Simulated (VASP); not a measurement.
BaS: band structure with PBE

**Experimental background.**

A printed reference work, monograph, original work of 1988 reports, for a bulk crystal of BaS at 2 K: band gap 3.806 eV (indirect).

The system is BaS.

```xyz
2
Lattice="0.0000 3.1938 3.1938 3.1938 0.0000 3.1938 3.1938 3.1938 0.0000" Properties=species:S:1:pos:R:3 pbc="T T T"
Ba    0.0000    0.0000    0.0000
S     3.1938    3.1938    3.1938
```

| Property | Result |
| --- | --- |
| Program | VASP 6.6.1 |
| Task | band structure |
| Functional | PBE |
| Potentials or basis | VASP PAW PBE potentials, release 64 (Ba_sv_GW, S_GW) |
| Cutoff | 600 eV |
| k mesh | 7 × 7 × 7 |
| Occupations | fermi-dirac, width 0.05 eV |
| Spin | no spin polarisation |
| Further INCAR settings | ALGO = Normal; EDIFF = 1e-07; NBANDS = 15 |

```yaml
Band_gap_on_the_k_mesh: 2.26 eV, indirect (least direct gap 2.38 eV)
Band_gap_along_the_path: 2.21 eV, indirect (least direct gap 2.31 eV)
```

Levels at the corners of the path, in eV from the valence-band top:
```csv
point,band 5,band 6,band 7,band 8,band 9,band 10,band 11,band 12
Γ,-10.29,0.00,0.00,0.00,3.69,3.97,3.97,3.97
X,-10.20,-0.45,-0.11,-0.11,2.21,6.03,6.12,7.61
X,-10.20,-0.45,-0.11,-0.11,2.21,6.03,6.12,7.61
W,-9.65,-1.06,-0.42,-0.42,4.30,4.30,6.37,6.92
W,-9.65,-1.06,-0.42,-0.42,4.30,4.30,6.37,6.92
K,-9.69,-0.88,-0.55,-0.47,3.34,5.92,6.67,6.75
K,-9.69,-0.88,-0.55,-0.47,3.34,5.92,6.67,6.75
Γ,-10.29,0.00,0.00,0.00,3.69,3.97,3.97,3.97
Γ,-10.29,0.00,0.00,0.00,3.69,3.97,3.97,3.97
L,-9.04,-1.85,-1.01,-1.01,5.55,5.64,6.41,6.41
L,-9.04,-1.85,-1.01,-1.01,5.55,5.64,6.41,6.41
U,-9.69,-0.88,-0.55,-0.47,3.34,5.92,6.67,6.75
U,-9.69,-0.88,-0.55,-0.47,3.34,5.92,6.67,6.75
W,-9.65,-1.06,-0.42,-0.42,4.30,4.30,6.37,6.92
W,-9.65,-1.06,-0.42,-0.42,4.30,4.30,6.37,6.92
L,-9.04,-1.85,-1.01,-1.01,5.55,5.64,6.41,6.41
L,-9.04,-1.85,-1.01,-1.01,5.55,5.64,6.41,6.41
K,-9.69,-0.88,-0.55,-0.47,3.34,5.92,6.67,6.75
U,-9.69,-0.88,-0.55,-0.47,3.34,5.92,6.67,6.75
X,-10.20,-0.45,-0.11,-0.11,2.21,6.03,6.12,7.61
```

Run time: 70 s on 1 thread of Intel(R) Xeon(R) 6975P-C (Granite Rapids) (shared host), peak memory 0.39 GiB.

Measured gap of BaS: 3.806 eV (indirect; 2 K; a printed reference work, monograph, original work of 1988). This calculation gives 2.21 eV (-1.60 eV). Spin-orbit coupling on Ba is left out. The value is that of PBE, without temperature or zero-point motion. Semilocal functionals fall short of measured gaps as a rule.

Caveat: the log is that of the step along the path at fixed density, whose energy, stress, charges and moments have no meaning; spin-orbit coupling is left out, which moves the levels of the heavy elements.
